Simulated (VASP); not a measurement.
# C: single point with PBE

The system is C.

```xyz
2
Lattice="0.0000 1.7868 1.7868 1.7868 0.0000 1.7868 1.7868 1.7868 0.0000" Properties=species:S:1:pos:R:3 pbc="T T T"
C     0.0000    0.0000    0.0000
C     0.8934    0.8934    0.8934
```

This isn't the form of C at room conditions, which is graphite.

```yaml
Program: VASP 6.6.1
Task: single point
Functional: PBE
Potentials_or_basis: VASP PAW PBE potentials, release 64 (C)
Cutoff: 520 eV
k_mesh: 6 × 6 × 6
Occupations: gaussian, width 0.02 eV
Spin: no spin polarisation
Further_INCAR_settings: ALGO = Normal; EDIFF = 1e-07; NBANDS = 11
```

The pressure is 0.0 GPa and the band gap on the k mesh is 4.14 eV, indirect (least direct gap 5.57 eV).

Levels at points of the mesh, in eV from the valence-band top:
| k point | band 2 | band 3 | band 4 | band 5 | band 6 | band 7 |
| --- | --- | --- | --- | --- | --- | --- |
| (0.00, 0.00, 0.00) | 0.00 | 0.00 | 0.00 | 5.57 | 5.57 | 5.57 |
| (0.50, 0.00, 0.00) | -13.31 | -2.79 | -2.79 | 8.43 | 8.43 | 8.77 |
| (0.50, 0.50, 0.00) | -12.72 | -6.26 | -6.26 | 4.75 | 4.75 | 16.72 |

Wall time 2.6 s on 1 thread of Intel(R) Xeon(R) Platinum 8488C (Sapphire Rapids), with other jobs on the host, peak memory 0.11 GiB.

Caveat: the k mesh is coarse (spacing up to 0.51 Å⁻¹), so the values aren't converged. PBE gaps usually lie below the measured ones, often by a third to a half.
